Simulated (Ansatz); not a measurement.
Al: a run of Ansatz with trial settings.

```yaml
crystal:
  lattice:
    - [-1.59121869, 1.59121869, 1.59121869]
    - [1.59121869, -1.59121869, 1.59121869]
    - [1.59121869, 1.59121869, -1.59121869]
  atoms:
    - { symbol: Al, position: [0.0, 0.0, 0.0] }
basis:
  ecutwfc: "12 Ha"
kpoints:
  mp_grid: { grid: [10, 10, 10] }
hamiltonian:
  xc: pbe
scf:
  occupations: { method: gaussian, width: 0.1 }
  mixing: { preconditioner: kerker_dos, q_tf: 0.79 }
  max_iter: 99
output:
  forces: true
  stress: true
  eigenvalues: true
```

Command:

```bash
ansatz run input.yaml --threads 1 --pin off --max-ram 1331MiB --backend cpu --events-out ev --progress --plain --runs-dir out
```

From the log (HF is the Harris–Foulkes energy, dr2 the density residual in eV):

```text
Warning: basis.ecutwfc = 326.5366 eV is below the records' recommended 420 eV, and the density's cutoff is lower with it unless basis.ecutrho_ratio is high enough to keep the records' density cutoff: compare with a run at a higher cutoff
Pseudopotential: Al, paw, valence charge 3, recommended cutoff 420 eV (normal)
Crystal: 1 atom, lattice volume = 16.116 Å³
Basis set: ecut = 326.5366 eV, 201 PW (Γ), exchange–correlation on 36×36×36 points (8 copies of the dense FFT grid, shifted against one another)
Bands: 6, of which v1, the nominal top of the filled ones, is band 2 counted from 1 (1 counted from 0)
Symmetry: 48 space group operations
Space group: Im-3m (ITA 229), of the structure as read, at distance tolerance 2.5e-5 Å
k-points: 47 of 1000
Initial density: superposition of atomic densities, corrected by the library's trained network
SCF iter   1: HF=-537.399604 eV  Δρ=7.21e-4  dr2=1.15e-5
SCF iter   2: HF=-537.399595 eV  Δρ=3.67e-4  dr2=2.96e-6
SCF iter   3: F=-537.399615 eV  HF=-537.399615 eV  Δρ=1.95e-5  dr2=5.49e-8
SCF iter   4: F=-537.399615 eV  HF=-537.399615 eV  Δρ=9.10e-6  dr2=1.28e-8
SCF iter   5: F=-537.399615 eV  HF=-537.399615 eV  Δρ=1.02e-6  dr2=1.85e-10
SCF iter   6: F=-537.399615 eV  HF=-537.399615 eV  Δρ=3.01e-7  dr2=1.63e-11
SCF 1 converged in 6 iterations: F = -537.399615 eV  dr2 = 1.63e-11
SCF converged after 6 iterations
Free energy (F): -537.399615 eV
E sigma→0 (E₀):  -537.398685 eV
Entropy (-TS):   -0.001860 eV (-1.860 meV/atom)
Fermi energy:    8.162279 eV
--- Forces (eV/Å), atoms counted from 1 ---
  atom   1  Al     0.00000000    -0.00000000     0.00000000
--- Stress (GPa, compression-positive) ---
        4.447469       0.000000      -0.000000
        0.000000       4.447469      -0.000000
        0.000000       0.000000       4.447469
  P = ⅓ Tr σ = 4.4475 GPa (44.475 kbar)
```

These settings were drawn at random to show what each does; none of the numbers is a converged property of the crystal.